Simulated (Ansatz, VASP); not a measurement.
**BaS in VASP and in Ansatz**

INCAR

```
PREC = Accurate ; ENCUT = 520
EDIFF = 1E-6 ; ISMEAR = 0
SIGMA = 0.05 ; LREAL = False
LASPH = True ; NELM = 80
ALGO = Normal ; ISIF = 2
LWAVE = False ; LCHARG = False
GGA = PE ; IVDW = 12
NBANDS = 15
```

KPOINTS

```
Automatic mesh
0
Gamma
  6 6 6
```

The input POSCAR:

```
BaS
1.0
    0.0000000000      3.1367122132      3.1367122132
    3.1367122132      0.0000000000      3.1367122132
    3.1367122132      3.1367122132      0.0000000000
Ba S
1 1
Direct
    0.5000000000      0.5000000000      0.5000000000
    0.0000000000      0.0000000000      0.0000000000
```

Input for Ansatz:

```yaml
crystal:
  lattice:
    - [0.0, 3.1367122132, 3.1367122132]
    - [3.1367122132, 0.0, 3.1367122132]
    - [3.1367122132, 3.1367122132, 0.0]
  atoms:
    - { symbol: Ba, position: [0.5, 0.5, 0.5] }
    - { symbol: S, position: [0.0, 0.0, 0.0] }
basis:
  ecutwfc: 420
  ecutrho_ratio: 4
kpoints:
  mp_grid: { grid: [6, 6, 6] }
hamiltonian:
  xc: pbe
  dispersion: d3bj
scf:
  occupations: { method: gaussian, width: 0.05 }
output:
  forces: true
  stress: true
  eigenvalues: true
```

Alike in both runs: task single point; functional PBE; dispersion D3(BJ); k mesh 6 × 6 × 6; occupations gaussian, width 0.05 eV; no spin polarisation.

|  | VASP | Ansatz |
| --- | --- | --- |
| version | VASP 6.6.1 | Ansatz 0.2.0 |
| potentials or method | VASP PAW PBE potentials, release 64 (Ba_sv, S) | scalar-relativistic, plane waves, PAW |
| plane-wave cutoff (eV) | 520 | 420 |
| valence electrons in the cell | 16 | 16 |

|  | VASP | Ansatz | Ansatz less VASP |
| --- | --- | --- | --- |
| gap on the k mesh at the Fermi level (eV) | 2.01 | 2.12 | +0.112 |
| least direct gap on the mesh (eV) | 2.11 | 2.18 | +0.075 |
| pressure (GPa) | 2.7 | 2.0 | -0.73 |
| dispersion energy (meV/atom) | -293.5 | -293.6 | -0.11 |

Caveats: spin-orbit coupling is left out, which moves the levels of the heavy elements. PBE gaps usually lie below the measured ones, often by a third to a half. A k mesh can miss the band edges.
